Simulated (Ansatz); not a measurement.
**One input, then a changed one: Ir (bcc type)**

First run: DFT, PBE, all-electron LAPW, scalar-relativistic (Ansatz 0.2.0).

Command: `ansatz run input.yaml --threads 1 --pin off --max-ram 2048MiB --backend cpu --events-out ev --progress --plain --runs-dir out` It took 19 s on 1 thread of Arm Neoverse V2, on a shared host, peak memory 0.39 GiB.

```yaml
crystal:
  lattice:
    - [-1.555193935, 1.555193935, 1.555193935]
    - [1.555193935, -1.555193935, 1.555193935]
    - [1.555193935, 1.555193935, -1.555193935]
  atoms:
    - { symbol: Ir, position: [0.0, 0.0, 0.0] }
kpoints:
  mp_grid: { grid: [17, 17, 17] }
  band_path:
    path:
      - [0.0, 0.0, 0.0]
      - [0.5, -0.5, 0.5]
      - [0.0, 0.0, 0.5]
      - [0.0, 0.0, 0.0]
      - [0.25, 0.25, 0.25]
      - [0.5, -0.5, 0.5]
      - [0.25, 0.25, 0.25]
      - [0.0, 0.0, 0.5]
    npoints: 14
scf:
  occupations: { method: fermi_dirac, width: 0.05 }
hamiltonian:
  xc: pbe
  pseudopotentials: { kind: all_electron, lapw: { basis_error: 0.001 } }
output:
  forces: true
  stress: true
  eigenvalues: true
  populations: true
  dos: { projected: true, de: 0.2, e_range: [-14, 8] }
```

The cell comes from a relaxation on PAW files under the same functional, begun from a prototype that needn't be the stable phase.

It converges in 7 SCF iterations at a pressure of -0.09 GPa.

The input is then changed:

```diff
 kpoints:
-  mp_grid: { grid: [17, 17, 17] }
+  mp_grid: { grid: [11, 11, 11] }
   band_path:
   occupations: { method: fermi_dirac, width: 0.05 }
+  algorithm: density_mixing
+  mixing: { algorithm: broyden, beta: 0.3 }
 hamiltonian:
   populations: true
-  dos: { projected: true, de: 0.2, e_range: [-14, 8] }
```

Problem. Predict the outcome of the changed run.

Solution. It converges in 9 SCF iterations at a pressure of -0.15 GPa, free energy +4.9 meV/atom against the first run's. More than one line changes, and not each need have an effect. Some of the changed settings are coarser than converged work would use.
